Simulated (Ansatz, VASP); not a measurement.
**One calculation of WS, two programs**

```
CELL_PARAMETERS angstrom
2.94649 0.00000 0.00000
0.00000 2.94649 0.00000
0.00000 0.00000 2.94649
ATOMIC_POSITIONS crystal
W 0.50000 0.50000 0.50000
S 0.00000 0.00000 0.00000
```

Change from the starting cell: volume scaled by 0.94.

Alike in both runs: task single point; functional PBE; k mesh 9 × 9 × 9; occupations fermi-dirac, width 0.05 eV; no spin polarisation.

|  | VASP | Ansatz |
| --- | --- | --- |
| version | VASP 6.6.1 | Ansatz 0.2.0 |
| potentials or method | VASP PAW PBE potentials, release 64 (W_sv, S) | Ansatz PAW |
| plane-wave cutoff (eV) | 520 | 420 |
| valence electrons in the cell | 20 | 20 |

```csv
,VASP,Ansatz,Ansatz less VASP
gap on the k mesh at the Fermi level (eV),none,none,-
pressure (GPa),18.4,17.8,-0.57
```

A gap of «none» marks a metal or a gap that the smearing closes. The functional is the same, so the differences come from potentials, cutoffs and numerics.

Spin-orbit coupling is left out, which matters for the levels of W.
